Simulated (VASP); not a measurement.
# C (Fd-3m) in VASP: a series of runs

Runs on C. Level: LDA. Tasks: single point.

Everything below comes from runs of VASP 6.6.1. Logs are shortened: lines on timing, memory, paths and dates and some standing lists are left out, and cuts for length are marked.

## 1. The undisturbed crystal

The structure is cubic, space group Fd-3m (No. 227). Conventional cell: a = 3.567 Å, b = 3.567 Å, c = 3.567 Å, α = 90.00°, β = 90.00°, γ = 90.00°. C (site symmetry -43m) is surrounded by 4 C at 1.54 Å.

This isn't the form of C at room conditions, which is graphite.

## 2. Single point, LDA (grid = ENCUT=460 dk=0.45 cell=3x3x2 ISMEAR=0 SIGMA=0.05 LREAL=Auto EDIFF=1e-06)

Input file INCAR:

```
SYSTEM = C
PREC = Accurate
ENCUT = 460
EDIFF = 1E-6
ISMEAR = 0
SIGMA = 0.05
LREAL = Auto
LASPH = .TRUE.
NELM = 120
ALGO = Fast
ISIF = 2
LWAVE = .FALSE.
LCHARG = .FALSE.
GGA = CA
NBANDS = 83
NCORE = 1
KPAR = 2
```

Input file KPOINTS:

```
regular mesh
0
G
  3 3 4
  0 0 0
```

Input file POSCAR:

```
C
1.0
    0.0000000000      5.3501100000      5.3501100000
    5.3501100000      0.0000000000      5.3501100000
    3.5667400000      3.5667400000      0.0000000000
C
36
Direct
    0.2500000000      0.2500000000      0.3750000000
    0.2500000000      0.2500000000      0.8750000000
    0.2500000000      0.5833333333      0.3750000000
    0.2500000000      0.5833333333      0.8750000000
    0.2500000000      0.9166666667      0.3750000000
    0.2500000000      0.9166666667      0.8750000000
    0.5833333333      0.2500000000      0.3750000000
    0.5833333333      0.2500000000      0.8750000000
    0.5833333333      0.5833333333      0.3750000000
    0.5833333333      0.5833333333      0.8750000000
    0.5833333333      0.9166666667      0.3750000000
    0.5833333333      0.9166666667      0.8750000000
    0.9166666667      0.2500000000      0.3750000000
    0.9166666667      0.2500000000      0.8750000000
    0.9166666667      0.5833333333      0.3750000000
    0.9166666667      0.5833333333      0.8750000000
    0.9166666667      0.9166666667      0.3750000000
    0.9166666667      0.9166666667      0.8750000000
    0.1666666667      0.1666666667      0.2500000000
    0.1666666667      0.1666666667      0.7500000000
    0.1666666667      0.5000000000      0.2500000000
    0.1666666667      0.5000000000      0.7500000000
    0.1666666667      0.8333333333      0.2500000000
    0.1666666667      0.8333333333      0.7500000000
    0.5000000000      0.1666666667      0.2500000000
    0.5000000000      0.1666666667      0.7500000000
    0.5000000000      0.5000000000      0.2500000000
    0.5000000000      0.5000000000      0.7500000000
    0.5000000000      0.8333333333      0.2500000000
    0.5000000000      0.8333333333      0.7500000000
    0.8333333333      0.1666666667      0.2500000000
    0.8333333333      0.1666666667      0.7500000000
    0.8333333333      0.5000000000      0.2500000000
    0.8333333333      0.5000000000      0.7500000000
    0.8333333333      0.8333333333      0.2500000000
    0.8333333333      0.8333333333      0.7500000000
```

Potentials or basis: VASP PAW LDA potentials, release 64 (C).

Run with:

```
$ cat potpaw_LDA.64/C/POTCAR > POTCAR
$ mpirun -np 4 vasp_std > vasp.out
```

OUTCAR:

```text
SYSTEM = C
   PREC = Accurate
   ENCUT = 460
   EDIFF = 1E-6
   ISMEAR = 0
   LREAL = Auto
   LASPH = .TRUE.
   NELM = 120
   ISIF = 2
   GGA = CA

 Found     14 irreducible k-points:

 Following reciprocal coordinates:
            Coordinates               Weight
  0.000000  0.000000  0.000000      1.000000
  0.333333  0.000000  0.000000      4.000000
  0.333333  0.333333  0.000000      2.000000
 -0.333333  0.333333  0.000000      2.000000
  0.000000  0.000000  0.250000      2.000000
  0.333333  0.000000  0.250000      4.000000
   k-points           NKPTS =     14   k-points in BZ     NKDIM =     14   number of bands    NBANDS=     84
   number of dos      NEDOS =    301   number of ions     NIONS =     36
   total plane-waves  NPLWV = 104976
   dimension x,y,z NGX =    54 NGY =   54 NGZ =   36
   dimension x,y,z NGXF=   108 NGYF=  108 NGZF=   72
   ions per type =              36
   NGX,Y,Z   is equivalent  to a cutoff of  11.86, 11.86, 11.86 a.u.
   NGXF,Y,Z  is equivalent  to a cutoff of  23.73, 23.73, 23.73 a.u.
 SYSTEM =  C
   PREC   = accura    normal or accurate (medium, high low for compatibility)
   ISTART =      0    job   : 0-new  1-cont  2-samecut
   ICHARG =      2    charge: 1-file 2-atom 10-const
   ISPIN  =      1    spin polarized calculation?
   LNONCOLLINEAR =      F non collinear calculations
   LSORBIT =      F    spin-orbit coupling
   LASPH  =      T    aspherical Exc in radial PAW
   ENCUT  =  460.0 eV  33.81 Ry    5.81 a.u.  13.23 13.23  8.82*2*pi/ulx,y,z
   NELM   =    120;   NELMIN=  2; NELMDL= -5     # of ELM steps
   EDIFF  = 0.1E-05   stopping-criterion for ELM
   LREAL  =      T    real-space projection
   EDIFFG = 0.1E-04   stopping-criterion for IOM
   NSW    =      0    number of steps for IOM
   IBRION =     -1    ionic relax: 0-MD 1-quasi-New 2-CG
   NFREE  =      0    steps in history (QN), initial steepest desc. (CG)
   ISIF   =      2    stress and relaxation
   ISYM   =      2    0-nonsym 1-usesym 2-fastsym
   POTIM  = 0.5000    time-step for ionic-motion
   TEBEG  =    0.0;   TEEND  =   0.0 temperature during run
   PSTRESS=    0.0 pullay stress
   NELECT =     144.0000    total number of electrons
   NUPDOWN=      -1.0000    fix difference up-down
   EMIN   =  10.00;   EMAX   =-10.00  energy-range for DOS
   EFERMI =   0.00;   METHOD = LEGACY
   ISMEAR =     0;   SIGMA  =   0.05  broadening in eV -4-tet -1-fermi 0-gaus
   EFERMI_NEDOS =   21; number of points for ismear=-14 and -15
   IALGO  =     68    algorithm
   IMIX   =      4    mixing-type and parameters
     AMIX     =   0.40;   BMIX     =  1.00
     AMIX_MAG =   1.60;   BMIX_MAG =  1.00
  volume/ion in A,a.u.               =       5.67        38.28
  Fermi-wavevector in a.u.,A,eV,Ry     =   1.457203  2.753714 28.891161  2.123440
  Thomas-Fermi vector in A             =   2.574032
   LORBIT       =      0    0 simple, 1 ext, 2 COOP (PROOUT), +10 PAW based schemes
   GGA     = CA    functional components
   LHFCALC =     F    Hartree Fock is set to
   AEXX    =    0.0000 exact exchange contribution
   IVDW    =     0    specifies the selected vdW correction
   LEPSILON=     F    determine dielectric tensor
   LRPA    =     F    only Hartree local field effects (RPA)
 non-spin polarized calculation
 RMM-DIIS sequential band-by-band and
 Gauss-broadening in eV      SIGMA  =   0.05
  energy-cutoff  :      460.00
  volume of cell :      204.19
 maximum number of plane-waves:      4588
 NGX is ok and might be reduce to    54
   NGX = 27   NGY = 27   NGZ = 17

 number of electron     144.0000057 magnetization

 Free energy of the ion-electron system (eV)
  ---------------------------------------------------
  ext. energy  EPLUGINS =         0.00000000
  ---------------------------------------------------
  free energy    TOTEN  =      -364.28417036 eV

  energy without entropy =     -364.28417036  energy(sigma->0) =     -364.28417036

 E-fermi :  10.0053     XC(G=0): -13.4996

 val. band max:        9.7239821286   @ k =   0.0000   0.0000   0.0000
 cond. band min:      13.8479190947   @ k =   0.0000   0.0000   0.0000
 fundamental gap:      4.1239369661
 Fermi energy:        10.0052563677

 k-point     1 :       0.0000    0.0000    0.0000
  band No.  band energies     occupation
      1     -11.5946      2.00000
      2      -8.5765      2.00000
      3      -8.5765      2.00000
      4      -8.5765      2.00000
      5      -8.5765      2.00000
      6      -7.5757      2.00000
[... 76 lines left out ...]
     83      16.0098      0.00000
     84      17.9352      0.00000

 k-point     2 :       0.3333    0.0000    0.0000
  band No.  band energies     occupation
      1     -11.2533      2.00000
      2     -10.2369      2.00000
      3      -8.9016      2.00000
      4      -8.5655      2.00000
      5      -7.6080      2.00000
      6      -6.8801      2.00000
[... 76 lines left out ...]
     83      16.3778      0.00000
     84      16.5848      0.00000

 k-point     3 :       0.3333    0.3333    0.0000
  band No.  band energies     occupation
      1     -11.1396      2.00000
      2      -9.7864      2.00000
      3      -9.4548      2.00000
      4      -9.4548      2.00000
      5      -7.0972      2.00000
      6      -6.8853      2.00000
[... 76 lines left out ...]
     83      16.8489      0.00000
     84      17.1541      0.00000

 k-point     4 :      -0.3333    0.3333    0.0000
  band No.  band energies     occupation
      1     -10.6870      2.00000
      2     -10.3485      2.00000
      3     -10.3485      2.00000
      4      -8.0290      2.00000
      5      -6.7429      2.00000
      6      -6.7429      2.00000
[... 76 lines left out ...]
     83      16.0998      0.00000
     84      16.1714      0.00000

 k-point     5 :       0.0000    0.0000    0.2500
  band No.  band energies     occupation
      1     -11.1628      2.00000
      2      -8.8959      2.00000
      3      -8.8959      2.00000
      4      -8.6437      2.00000
      5      -8.2867      2.00000
      6      -7.8072      2.00000
[... 76 lines left out ...]
     83      16.3719      0.00000
     84      16.3927      0.00000

 k-point     6 :       0.3333    0.0000    0.2500
  band No.  band energies     occupation
      1     -11.0776      2.00000
      2      -9.4773      2.00000
      3      -9.3109      2.00000
      4      -8.5258      2.00000
      5      -7.9465      2.00000
      6      -7.2570      2.00000
[... 76 lines left out ...]
     83      17.2678      0.00000
     84      17.3304      0.00000

 [... further k-points ...]

------------------------ aborting loop because EDIFF is reached ----------------------------------------

  FORCE on cell =-STRESS in cart. coord.  units (eV):
  Direction    XX          YY          ZZ          XY          YZ          ZX
  --------------------------------------------------------------------------------------
  -------------------------------------------------------------------------------------
  Total      -15.2151335    -15.2151335    -15.2441829      0.0214674     -0.0025116     -0.0025116
  in kB     -119.3876706   -119.3876706   -119.6156106      0.1684467     -0.0197075     -0.0197074
  external PRESSURE =    -119.4636506 kB  Pullay stress =       0.0000000 kB

 VOLUME and BASIS-vectors are now :
 -----------------------------------------------------------------------------
  energy-cutoff  :      460.00
  volume of cell :      204.19
      direct lattice vectors                 reciprocal lattice vectors
     0.000000000  5.350110000  5.350110000    -0.093456022  0.093456022  0.093456022
     5.350110000  0.000000000  5.350110000     0.093456022 -0.093456022  0.093456022
     3.566740000  3.566740000  0.000000000     0.140184034  0.140184034 -0.140184034

 POSITION                                       TOTAL-FORCE (eV/Angst)
 -----------------------------------------------------------------------------------
      2.67505      2.67505      2.67505        -0.000241     -0.000241      0.000268
      4.45843      4.45843      2.67505        -0.000241     -0.000241      0.000268
      4.45842      2.67505      4.45842        -0.000241     -0.000241      0.000268
      6.24179      4.45843      4.45842        -0.000241     -0.000241      0.000268
      6.24180      2.67505      6.24180        -0.000241     -0.000241      0.000268
      8.02517      4.45843      6.24180        -0.000241     -0.000241      0.000268
[... 28 lines left out ...]
      5.35011      5.35011      8.91685         0.000241      0.000241     -0.000268
      7.13348      7.13348      8.91685         0.000241      0.000241     -0.000268
 -----------------------------------------------------------------------------------
    total drift:                                0.000002      0.000002      0.000003

  FREE ENERGIE OF THE ION-ELECTRON SYSTEM (eV)
  ---------------------------------------------------
  free  energy   TOTEN  =      -364.2841703622 eV

  energy  without entropy=     -364.2841703622  energy(sigma->0) =     -364.28417036
```

It took 56 s on 4 MPI ranks of Intel Xeon 6975P-C (Granite Rapids), shared host; peak memory 0.24 GiB.

These settings aren't checked as converged: the numbers below hold their error.

Results:

```
Free energy            : -364.2842 eV
Pressure               : -11.9 GPa
Band gap on the k mesh : 4.12 eV
```

Caveat: the cutoff is under 1.25 times the usual one of these potentials, so pressure, stress and relaxed cells hold a basis-set (Pulay) error; an odd mesh through Γ misses points on the zone boundary, where band edges often lie.

## 3. Single point, LDA (grid = ENCUT=650 dk=0.45 cell=3x3x2 ISMEAR=0 SIGMA=0.05 LREAL=Auto EDIFF=1e-06)

Edit INCAR of step 2 so:

```diff
@@ -2,3 +2,3 @@
 PREC = Accurate
-ENCUT = 460
+ENCUT = 650
 EDIFF = 1E-6
```

KPOINTS is that of step 2.

POSCAR is that of step 2.

Potentials or basis: VASP PAW LDA potentials, release 64 (C).

Run with:

```
$ cat potpaw_LDA.64/C/POTCAR > POTCAR
$ mpirun -np 4 vasp_std > vasp.out
```

Run time: 83 s. Hardware: 4 MPI ranks of Intel Xeon 6975P-C (Granite Rapids), shared host; peak memory 0.32 GiB.

These settings aren't checked as converged: the numbers below hold their error.

What came out:

- Free energy: -364.4254 eV
- Pressure: -12.6 GPa
- Band gap on the k mesh: 4.12 eV

Caveat: an odd mesh through Γ misses points on the zone boundary, where band edges often lie.

## 4. For comparison

An earlier run on the cell as given: functional PBE; potentials or basis VASP PAW PBE potentials, release 64 (C); cutoff 520 eV; k mesh 13 × 13 × 13; occupations fermi-dirac, width 0.05 eV; no spin polarisation.

- Pressure: 2.5 GPa
- Band gap on the k mesh: 4.14 eV, indirect (least direct gap 5.59 eV)
